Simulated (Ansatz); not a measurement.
# Bi (P-1) in Ansatz: convergence with wavefunction cutoff

Aim: find how far wavefunction cutoff must go before the results for Bi settle, at LDA. This setting moves, with any that are tied to it; all else stays.

Program: Ansatz 0.2.0. These are calculated values, not measurements. Logs are shortened: lines on timing, memory, paths and dates and some standing lists are left out, and cuts for length are marked.

**1. The cell of the first run**

The typed cell holds 2 atoms: a = 3.238 Å, b = 3.222 Å, c = 6.444 Å, α = 90.00°, β = 90.72°, γ = 90.00°.

This isn't the form of Bi at room conditions, which is rhombohedral.

The cell isn't the ideal one: atoms moved at random, drawn with an rms of 0.05 Å.

**2. With wavefunction cutoff 200 eV**

The input, input.yaml:

```yaml
crystal:
  lattice:
    - [3.238376246, 0.0, 0.0]
    - [0.0, 3.22164332, 0.0]
    - [-0.0804548793, 0.0, 6.4438887882]
  atoms:
    - { symbol: Bi, position: [0.555336, 0.000703, 0.750284] }
    - { symbol: Bi, position: [0.458377, 0.012712, 0.241406] }
hamiltonian:
  xc: lda
  pseudopotentials: { kind: paw }
kpoints:
  mp_grid: { grid: [6, 6, 3] }
scf:
  occupations: { method: cold, width: 0.05 }
output:
  forces: true
  stress: true
  eigenvalues: true
basis:
  ecutwfc: "200 eV"
```

Potentials or basis: Ansatz PAW.

Launch:

```sh
$ ansatz run input.yaml --threads 2 --pin off --max-ram 5632MiB --backend cpu --events-out ev --progress --plain --runs-dir out
```

It took 0.35 s on 2 threads of AMD EPYC 9R45 (Zen 5), shared host; peak memory 0.35 GiB.

What came out:

```yaml
Free_energy: -24153.8549 eV
Pressure: 3.2 GPa
Largest_force: 0.237 eV/Å
Band_gap_on_the_k_mesh: none (metal or under the smearing width)
```

**3. With wavefunction cutoff 250 eV**

Edit input.yaml of step 2 so:

```diff
@@ -20,2 +20,2 @@
 basis:
-  ecutwfc: "200 eV"
+  ecutwfc: "250 eV"
```

Potentials or basis: Ansatz PAW.

Launch:

```sh
$ ansatz run input.yaml --threads 2 --pin off --max-ram 5632MiB --backend cpu --events-out ev --progress --plain --runs-dir out
```

Wall time 0.43 s (2 threads of AMD EPYC 9R45 (Zen 5), shared host); peak memory 0.36 GiB.

What came out:

```yaml
Free_energy: -24169.6735 eV
Pressure: -1.5 GPa
Largest_force: 0.210 eV/Å
Band_gap_on_the_k_mesh: none (metal or under the smearing width)
```

**4. With wavefunction cutoff 300 eV**

Edit input.yaml of step 3 so:

```diff
@@ -20,2 +20,2 @@
 basis:
-  ecutwfc: "250 eV"
+  ecutwfc: "300 eV"
```

Launch:

```sh
$ ansatz run input.yaml --threads 2 --pin off --max-ram 5632MiB --backend cpu --events-out ev --progress --plain --runs-dir out
```

Wall time 0.44 s (2 threads of AMD EPYC 9R45 (Zen 5), shared host); peak memory 0.37 GiB.

What came out:

```yaml
Free_energy: -24171.5858 eV
Pressure: -1.4 GPa
Largest_force: 0.192 eV/Å
Band_gap_on_the_k_mesh: none (metal or under the smearing width)
```

**5. With wavefunction cutoff 350 eV**

Edit input.yaml of step 4 so:

```diff
@@ -20,2 +20,2 @@
 basis:
-  ecutwfc: "300 eV"
+  ecutwfc: "350 eV"
```

Launch:

```sh
$ ansatz run input.yaml --threads 2 --pin off --max-ram 5632MiB --backend cpu --events-out ev --progress --plain --runs-dir out
```

It took 0.5 s on 2 threads of AMD EPYC 9R45 (Zen 5), shared host; peak memory 0.39 GiB.

What came out:

```
Free energy            : -24171.7564 eV
Pressure               : -1.4 GPa
Largest force          : 0.195 eV/Å
Band gap on the k mesh : none (metal or under the smearing width)
```

**6. With wavefunction cutoff 400 eV**

Edit input.yaml of step 5 so:

```diff
@@ -20,2 +20,2 @@
 basis:
-  ecutwfc: "350 eV"
+  ecutwfc: "400 eV"
```

Potentials or basis: Ansatz PAW.

Launch:

```sh
$ ansatz run input.yaml --threads 2 --pin off --max-ram 5632MiB --backend cpu --events-out ev --progress --plain --runs-dir out
```

It took 0.63 s on 2 threads of AMD EPYC 9R45 (Zen 5), shared host; peak memory 0.4 GiB.

It converged, with:

| Property | Result |
| --- | --- |
| Free energy | -24171.7633 eV |
| Pressure | -1.4 GPa |
| Largest force | 0.194 eV/Å |
| Band gap on the k mesh | none (metal or under the smearing width) |

**7. With wavefunction cutoff 450 eV**

Edit input.yaml of step 6 so:

```diff
@@ -20,2 +20,2 @@
 basis:
-  ecutwfc: "400 eV"
+  ecutwfc: "450 eV"
```

Launch:

```sh
$ ansatz run input.yaml --threads 2 --pin off --max-ram 5632MiB --backend cpu --events-out ev --progress --plain --runs-dir out
```

Wall time 0.67 s (2 threads of AMD EPYC 9R45 (Zen 5), shared host); peak memory 0.4 GiB.

It converged, with:

```
Free energy            : -24171.7650 eV
Pressure               : -1.4 GPa
Largest force          : 0.194 eV/Å
Band gap on the k mesh : none (metal or under the smearing width)
```

**8. With wavefunction cutoff 500 eV**

Edit input.yaml of step 7 so:

```diff
@@ -20,2 +20,2 @@
 basis:
-  ecutwfc: "450 eV"
+  ecutwfc: "500 eV"
```

Launch:

```sh
$ ansatz run input.yaml --threads 2 --pin off --max-ram 5632MiB --backend cpu --events-out ev --progress --plain --runs-dir out
```

Run time: 0.74 s. Hardware: 2 threads of AMD EPYC 9R45 (Zen 5), shared host; peak memory 0.41 GiB.

It converged, with:

```yaml
Free_energy: -24171.7659 eV
Pressure: -1.4 GPa
Largest_force: 0.194 eV/Å
Band_gap_on_the_k_mesh: none (metal or under the smearing width)
```

**9. With wavefunction cutoff 600 eV**

Edit input.yaml of step 8 so:

```diff
@@ -20,2 +20,2 @@
 basis:
-  ecutwfc: "500 eV"
+  ecutwfc: "600 eV"
```

Potentials or basis: Ansatz PAW.

Launch:

```sh
$ ansatz run input.yaml --threads 2 --pin off --max-ram 5632MiB --backend cpu --events-out ev --progress --plain --runs-dir out
```

Run time: 0.97 s. Hardware: 2 threads of AMD EPYC 9R45 (Zen 5), shared host; peak memory 0.44 GiB.

It converged, with:

```
Free energy            : -24171.7662 eV
Pressure               : -1.4 GPa
Largest force          : 0.194 eV/Å
Band gap on the k mesh : none (metal or under the smearing width)
```

**10. With wavefunction cutoff 800 eV**

Edit input.yaml of step 9 so:

```diff
@@ -20,2 +20,2 @@
 basis:
-  ecutwfc: "600 eV"
+  ecutwfc: "800 eV"
```

Potentials or basis: Ansatz PAW.

Launch:

```sh
$ ansatz run input.yaml --threads 2 --pin off --max-ram 5632MiB --backend cpu --events-out ev --progress --plain --runs-dir out
```

What it wrote:

```text
Warning: RAYON_NUM_THREADS=2 ignored (pool sized by the plan → 2); use --threads N
Engine: ansatz 0.2.0, x86_64-unknown-linux-gnu
Pseudopotentials: kind: paw
Pseudopotential: Bi, paw, valence charge 15, recommended cutoff 420 eV (normal), Bi.paw.azcp
Functional definition: SPW92
  exchange = slater_x
  correlation = pw_c
Crystal: 2 atoms, lattice volume = 67.228 Å³
Basis set: ecut = 800 eV, 3467 PW (Γ)
Bands: 19, of which v1, the nominal top of the filled ones, is band 15 counted from 1 (14 counted from 0)
Symmetry: 2 space group operations
Space group: P-1 (ITA 2), of the structure as read, at distance tolerance 4.1e-5 Å
k-points: 56 of 108
Non-local potential: Bi, projectors of the file, l = 0: 2, l = 1: 2, l = 2: 2, l = 3: 2
PAW form: soft (Blöchl's): semilocal exchange-correlation on the pseudo side does not see the compensation charge
PAW frozen core: Bi, regenerated for the run's functional, and the local potential with it (the file was generated under x = pbe(κ = 0.804, μ = 0.2195149727645171), c = pbe(β = 0.06672455060314922))
PAW one-centre angular grid: Bi, 590 points (default); XC on 64 Gauss nodes
Initial density: superposition of atomic densities (neutral atoms: chi_scale 0, normalization atom), corrected by the library's trained network
Initial wavefunctions: pseudopotential atomic-orbital guess
Functional: x = slater, c = lda
SCF iter   1: F=—  HF=-24171.768746 eV  |F-HF|=—  |Δ(HF+E_count)|=         —  Δρ=3.89e-3  dr2=6.05e-3  ethr=1.77e-3  ⟨swp⟩=6.1  Hψ=5338  notcnv=0
preconditioner: auto → none  [insulator: Δε(μ)=0.109 eV  Ē_g=20.459 eV  σ=0.050 eV  W_gap=0.91  n_scr=16 (ndim 8)  ℏωp=24.8 eV  f_vac=0.001  D(μ)=0.53/eV (n_scr^D=2)  ε∞_Penn≈2.5]
SCF iter   2: F=—  HF=-24171.766707 eV  |F-HF|=—  |Δ(HF+E_count)|=   2.04e-3  S|Δr|=    0.00e0  Δρ=1.54e-3  dr2=1.02e-3  ethr=2.02e-5  ⟨swp⟩=2.4  Hψ=2198  notcnv=0  defer=1
SCF iter   3: F=—  HF=-24171.766668 eV  |F-HF|=—  |Δ(HF+E_count)|=   3.89e-5  S|Δr|=    0.00e0  Δρ=4.78e-4  dr2=7.69e-4  ethr=3.42e-6  ⟨swp⟩=2.0  Hψ=1890  notcnv=0  defer=1
SCF iter   4: F=—  HF=-24171.766479 eV  |F-HF|=—  |Δ(HF+E_count)|=   1.89e-4  S|Δr|=    0.00e0  Δρ=1.08e-4  dr2=5.17e-6  ethr=2.56e-6  ⟨swp⟩=2.9  Hψ=1829  notcnv=0  defer=1
SCF iter   5: F=—  HF=-24171.766491 eV  |F-HF|=—  |Δ(HF+E_count)|=   1.16e-5  S|Δr|=    0.00e0  Δρ=3.40e-5  dr2=5.44e-7  ethr=1.72e-8  ⟨swp⟩=2.0  Hψ=1890  notcnv=0  defer=1
SCF iter   6: F=-24171.766491 eV  HF=-24171.766491 eV  |F-HF|=1.00e-8  |Δ(HF+E_count)|=   1.55e-7  S|Δr|=    0.00e0  Δρ=1.31e-5  dr2=4.47e-8  ethr=3.33e-10  ⟨swp⟩=7.5  Hψ=5788  notcnv=0
SCF 1 converged in 6 iterations: F = -24171.766491 eV  dr2 = 4.47e-8
SCF converged after 6 iterations
Stability not checked: this state was not tested for a lower state beside it, because cold or Methfessel-Paxton smearing, or corrected tetrahedra, fill the levels in a way that the test cannot read (fill_not_monotonic; see scf.lower_state_search)
Free energy (F): -24171.766491 eV
Harris-Foulkes:  -24171.766491 eV  (|F-HF|=1.00e-8)
Internal energy: -24171.766856 eV  (E = F + TS)
E sigma→0 (E₀):  -24171.766613 eV
Entropy (-TS):   0.000365 eV (0.183 meV/atom)
Fermi energy:    10.187877 eV
Step filling:    the computed levels leave a gap of 0.1052 eV = 2.1 smearing widths at the electron count; against every level under it full and every level over it empty, smearing changes F+E_penalty+E_count by +0.295 meV and its σ→0 estimate by +0.173 meV
--- Per-component energies (eV) ---
  E_band       = -206.853555
  E_kinetic    = 607.245060
  E_local      = -3026.491556  (includes V_loc(G=0)·N_el)
  E_nonlocal   = 1126.554326
  E_hartree    = 976.830006
  E_xc         = -301.310284
  E_vxc        = -289.711960  (∫ρ·V_xc dr)
  E_paw        = -20705.683480  (= ΣΔE_a)
  E_vpaw       = -578.117101  (= ΣTr[D̂ρ^β])
  E_aug_tail   = 0.000046  (compensation charges beyond the density's cutoff)
  E_ewald      = -2848.901203
  E_core_change = -0.009770  (= ΣΔE_core)
  E_smearing   = 0.000365  (= −TS)
  E_closure    = 0.000000  (closes the sum)
  Σ components = -24171.766491   (vs F -24171.766491, Δ=0.00e0)
--- Forces (eV/Å), atoms counted from 1 ---
  atom   1  Bi    -0.09709860     0.01197994    -0.16778319
  atom   2  Bi     0.09709860    -0.01197994     0.16778319
  max |Σ_I F_I| component: 0.00e0 eV/Å
--- Stress (GPa, compression-positive) ---
       -1.860894       0.014037       0.210748
        0.014037      -1.131598      -0.001837
        0.210748      -0.001837      -1.278740
  P = ⅓ Tr σ = -1.4237 GPa (-14.237 kbar)
--- Band table (eV; the first three rows and the last of 56) ---
  k-point 0: bands = ["-12.7975", "-12.7820", "-12.7819", "-12.5309", "-12.5301", "-12.5073", "-12.4536", "-12.4456", "-12.4417", "-12.4395", "-3.2324", "-1.2804", "4.9991", "13.2064", "13.2784", "13.2928", "14.7676", "15.2089", "16.5789"]
  k-point 1: bands = ["-12.7925", "-12.7853", "-12.7208", "-12.5837", "-12.5095", "-12.5051", "-12.4652", "-12.4634", "-12.4440", "-12.4404", "-2.8893", "-1.9501", "6.5961", "10.1343", "13.5813", "13.6590", "14.3376", "14.6071", "17.3694"]
  k-point 2: bands = ["-12.7787", "-12.7310", "-12.7230", "-12.5604", "-12.5263", "-12.4772", "-12.4690", "-12.4651", "-12.4623", "-12.4515", "-2.8815", "-0.9381", "5.3659", "10.1506", "12.2045", "13.5951", "13.6814", "15.1776", "17.1455"]
  k-point 55: bands = ["-12.6503", "-12.6432", "-12.6197", "-12.6075", "-12.5666", "-12.5517", "-12.5336", "-12.3880", "-12.3186", "-12.3160", "0.9779", "1.8848", "7.2136", "7.2223", "8.0529", "8.0846", "10.5102", "13.1231", "14.0740"]
```

Wall time 1.3 s (2 threads of AMD EPYC 9R45 (Zen 5), shared host); peak memory 0.5 GiB.

What came out:

| Item | Value |
| --- | --- |
| Free energy | -24171.7665 eV |
| Pressure | -1.4 GPa |
| Largest force | 0.194 eV/Å |
| Band gap on the k mesh | none (metal or under the smearing width) |

**11. Result**

```csv
wavefunction cutoff,"energy less the tightest run, at zero smearing (meV/atom)",pressure (GPa),largest force (eV/Å),SCF cycles,CPU time (s),peak memory (GiB)
200 eV,8955.79,3.16,0.237,7,0.58,0.35
250 eV,1046.48,-1.52,0.210,7,0.73,0.36
300 eV,90.34,-1.41,0.192,6,0.75,0.37
350 eV,5.07,-1.41,0.195,7,0.87,0.39
400 eV,1.60,-1.42,0.194,7,1.1,0.4
450 eV,0.75,-1.42,0.194,6,1.2,0.4
500 eV,0.31,-1.42,0.194,6,1.3,0.41
600 eV,0.16,-1.42,0.194,6,1.8,0.44
800 eV,0.00,-1.42,0.194,6,2.4,0.5
```

Against the tightest run, the energy stays within 1 meV/atom from 450 eV on; the pressure stays within 0.1 GPa from 250 eV on; the largest force stays within 0.005 eV/Å from 300 eV on. The tightest run that finished is the yardstick and may itself not be fully converged.

Caveats: spin-orbit coupling is left out, which moves the levels of the heavy elements; the PAW data sets come from PBE, with cores solved anew for the run's functional, which leaves a small shift of forces and pressure.
